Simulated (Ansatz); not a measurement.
# Structure types of Mo at zero pressure (relativity switched off)

Structure types of Mo are relaxed in primitive cells with their symmetry kept at 0 GPa, first on PAW files, then by LAPW. The enthalpy is E + pV at zero temperature, without zero-point motion. Only the types listed were tried, and differences under about 5 meV/atom are mesh noise. Not among the end structures: fcc, which may lie lower.

Computed with Ansatz 0.2.0; functional PBE, non-relativistic. Settings: Fermi–Dirac smearing of 0.05 eV, no spin polarisation. Methods: LAPW: all electrons, basis error target 0.5 meV/atom.

k meshes: bcc 18×18×18, hcp 17×17×9.

**Question.** Order the types by LAPW enthalpy, lowest first.
A. hcp
B. bcc

**Answer.** B (0 meV/atom), A (399 meV/atom).

| start type | ends as | a, b, c (Å) | V (Å³/atom) | H − H(lowest), LAPW (meV/atom) |
| --- | --- | --- | --- | --- |
| bcc | bcc, Im-3m | 3.176, 3.176, 3.176 | 16.01 | 0.0 |
| hcp | hcp, P6_3/mmc | 2.768, 2.768, 4.910 | 16.29 | 398.7 |
